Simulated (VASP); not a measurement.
# F2CH2 in VASP: settings compared, part 2 of 2

VASP 6.6.1. The steps go on from the part before.

### 4 Atomic charges, PBE+TS

INCAR

```
ALGO     = Normal         # electronic algorithm
EDIFF    = 1E-7           # SCF threshold, eV
ENCUT    = 520            # plane-wave cutoff, eV
GGA      = PE             # functional
ISIF     = 2              # what is computed and relaxed
ISMEAR   = 0              # smearing method
IVDW     = 2              # dispersion correction
LASPH    = T              # aspherical terms in the spheres
LCHARG   = F              # write CHGCAR
LORBIT   = 11             # projections on sites
LREAL    = F              # projectors in reciprocal space
LWAVE    = F              # write WAVECAR
NELM     = 80             # most SCF steps
PREC     = Accurate       # precision mode
SIGMA    = 0.01           # smearing width, eV
```

KPOINTS

```
k-points
0
Gamma
  1 1 1
```

POSCAR

```
H2CF2
1.0
   12.0000000000      0.0000000000      0.0000000000
    0.0000000000     11.0000000000      0.0000000000
    0.0000000000      0.0000000000     11.0000000000
F C H
2 1 2
Direct
    0.4109250000      0.5224136400      0.5664772700
    0.5912416700      0.4887409100      0.5678318200
    0.5012083300      0.5034954500      0.4955136400
    0.4884750000      0.4202227300      0.4430409100
    0.5141416700      0.5835954500      0.4383500000
```

Potentials or basis: VASP PAW PBE potentials, release 64 (F, C, H).

Launch:

```
$ cat potpaw_PBE.64/F/POTCAR potpaw_PBE.64/C/POTCAR potpaw_PBE.64/H/POTCAR > POTCAR
$ mpirun -np 1 vasp_gam > vasp.out
```

OUTCAR:

```text
EDIFF = 1E-7
   ENCUT = 520
   GGA = PE
   ISIF = 2
   ISMEAR = 0
   IVDW = 2
   LASPH = T
   LORBIT = 11
   LREAL = F
   NELM = 80
   PREC = Accurate
  IVDW =   2

 ion  position               nearest neighbor table
   1  0.411  0.522  0.566-   3 1.35
   2  0.591  0.489  0.568-   3 1.35
   3  0.501  0.503  0.496-   4 1.09   5 1.09   1 1.35   2 1.35
   4  0.488  0.420  0.443-   3 1.09
   5  0.514  0.584  0.438-   3 1.09

  LATTYP: Found a simple tetragonal cell.
 ALAT       =    11.0000000000
 C/A-ratio  =     1.0909090909

  Lattice vectors:

 A1 = (   0.0000000000,  11.0000000000,   0.0000000000)
 A2 = (   0.0000000000,   0.0000000000,  11.0000000000)
 A3 = (  12.0000000000,   0.0000000000,   0.0000000000)

Analysis of symmetry for initial positions (statically):
=====================================================================
 Subroutine PRICEL returns:
 Original cell was already a primitive cell.

 Routine SETGRP: Setting up the symmetry group for a
 simple tetragonal supercell.

 Subroutine GETGRP returns: Found  1 space group operations
 (whereof  1 operations were pure point group operations)
 out of a pool of 16 trial point group operations.

The static configuration has the point symmetry C_1 .

Analysis of symmetry for dynamics (positions and initial velocities):
=====================================================================
 Subroutine PRICEL returns:
 Original cell was already a primitive cell.

 Routine SETGRP: Setting up the symmetry group for a
 simple tetragonal supercell.

 Subroutine GETGRP returns: Found  1 space group operations
 (whereof  1 operations were pure point group operations)
 out of a pool of 16 trial point group operations.

The dynamic configuration has the point symmetry C_1 .

[... 122 lines left out ...]
  ---------------------------------------------------
  ext. energy  EPLUGINS =         0.00000000
  ---------------------------------------------------
  free energy    TOTEN  =       -24.37147737 eV

  energy without entropy =      -24.37147737  energy(sigma->0) =      -24.37147737

 E-fermi :  -7.8547     XC(G=0):  -0.5754

 val. band max:       -7.9724526580   @ k =   0.0000   0.0000   0.0000
 cond. band min:      -0.4119434230   @ k =   0.0000   0.0000   0.0000
 fundamental gap:      7.5605092350
 Fermi energy:        -7.8546619619

 k-point     1 :       0.0000    0.0000    0.0000
  band No.  band energies     occupation
      1     -31.6065      2.00000
      2     -30.0663      2.00000
      3     -17.3882      2.00000
      4     -13.3790      2.00000
      5     -13.3445      2.00000
      6     -13.3443      2.00000
      7      -9.9032      2.00000
      8      -9.8166      2.00000
      9      -9.4396      2.00000
     10      -7.9725      2.00000
     11      -0.4119      0.00000
     12       0.3775      0.00000
     13       0.5200      0.00000
     14       0.6833      0.00000

------------------------ aborting loop because EDIFF is reached ----------------------------------------

  Hirshfeld charges:
            ion         q(e)
   ------------------------------
      1     F       -0.10251545
      2     F       -0.10252427
      3     C        0.10214832
      4     H        0.05144804
      5     H        0.05144336

  Tkatchenko/Scheffler method for vdW energy calculation

  Number of pair interactions contributing to vdW energy:    5373

  Edisp (eV):   -0.00122

  FORCE on cell =-STRESS in cart. coord.  units (eV):
  Direction    XX          YY          ZZ          XY          YZ          ZX
  --------------------------------------------------------------------------------------
  -------------------------------------------------------------------------------------
  Total       1.98442     0.33978     1.09263    -0.29054     0.02340     0.01057
  in kB       2.18967     0.37492     1.20563    -0.32059     0.02582     0.01166
  external pressure =        1.26 kB  Pullay stress =        0.00 kB

 VOLUME and BASIS-vectors are now :
 -----------------------------------------------------------------------------
  energy-cutoff  :      520.00
  volume of cell :     1452.00
      direct lattice vectors                 reciprocal lattice vectors
    12.000000000  0.000000000  0.000000000     0.083333333  0.000000000  0.000000000
     0.000000000 11.000000000  0.000000000     0.000000000  0.090909091  0.000000000
     0.000000000  0.000000000 11.000000000     0.000000000  0.000000000  0.090909091

 POSITION                                       TOTAL-FORCE (eV/Angst)
 -----------------------------------------------------------------------------------
      4.93110      5.74655      6.23125        -0.971693      0.184241      0.648216
      7.09490      5.37615      6.24615         0.969266     -0.146154      0.662199
      6.01450      5.53845      5.45065         0.002897     -0.025183     -0.977514
      5.86170      4.62245      4.87345        -0.039263     -0.233009     -0.160773
      6.16970      6.41955      4.82185         0.038793      0.220104     -0.172127
 -----------------------------------------------------------------------------------
    total drift:                                0.000185      0.000400      0.000946

  FREE ENERGIE OF THE ION-ELECTRON SYSTEM (eV)
  ---------------------------------------------------
  free  energy   TOTEN  =       -24.3726961873 eV

  energy  without entropy=      -24.3726961873  energy(sigma->0) =      -24.37269619

 total charge

# of ion       s       p       d       tot
------------------------------------------
    1        1.748   4.384   0.000   6.132
    2        1.748   4.384   0.000   6.132
    3        0.834   1.656   0.000   2.490
    4        0.665   0.045   0.000   0.710
    5        0.665   0.045   0.000   0.710
--------------------------------------------------
tot          5.659  10.515   0.000  16.174
```

stdout:

```text
POSCAR found type information on POSCAR F C H
 POSCAR found :  3 types and       5 ions
 scaLAPACK will be used
 LDA part: xc-table for (Slater+PW92), standard interpolation
 POSCAR, INCAR and KPOINTS ok, starting setup
 FFT: planning ... GRIDC
 FFT: planning ... GRID_SOFT
 FFT: planning ... GRID
 WAVECAR not read
 entering main loop
 augmentation electrons   20.0020613644772
 total        electrons   20.0020613644772
 augmentation electrons   6.02709594643883
 total        electrons   6.02709594643883
 augmentation electrons   2.68573703705243
 soft         electrons   17.3163242144346
 total        electrons   20.0020612514871
 translations:           1           1           1
```

Wall time 56 s (1 thread of AMD EPYC 9R45 (Zen 5), shared host); peak memory 1.1 GiB.

What came out:

```yaml
Free_energy: -24.3727 eV
Largest_force: 1.183 eV/Å
Gap_between_the_frontier_levels: 7.56 eV
Valence_electrons_inside_the_program's_atomic_spheres: F 6.13; C 2.49; H 0.71
Hirshfeld_charges: F -0.10; C +0.10; H +0.05 e
Dispersion_energy_per_atom: 0.000 eV
```

Forces in eV/Å, atoms in the order of the input:
```
F   -0.972  0.184  0.648
F    0.969 -0.146  0.662
C    0.003 -0.025 -0.978
H   -0.039 -0.233 -0.161
H    0.039  0.220 -0.172
```

A hybrid or GW would open this gap; PBE tends to underestimate it.

### 5 For comparison

An earlier run on the cell as given: functional PBE; potentials or basis VASP PAW PBE potentials, release 64 (F, C, H); cutoff 520 eV; k mesh 1 × 1 × 1; occupations gaussian, width 0.01 eV; no spin polarisation.

- Largest force: 1.181 eV/Å
- Gap between the frontier levels: 7.56 eV

### 6 Overview

```csv
task,level,cell,gap on the mesh (eV),largest force (eV/Å)
single point,PBE,"atoms moved at random, drawn with an rms of 0.05 Å",6.99,6.86
relaxation of the atoms,PBE,"atoms relaxed from: atoms moved at random, drawn with an rms of 0.02 Å",7.66,-
atomic charges,PBE+TS,as given,7.56,1.18
single point,PBE,as given,7.56,1.18
```

Alike in all rows: potentials or basis VASP PAW PBE potentials, release 64 (F, C, H); no spin polarisation; k mesh 1 × 1 × 1; cutoff (eV) 520; smearing gaussian 0.01 eV.

Total energies depend on the potentials used, so only differences within one code and one set of settings carry meaning.
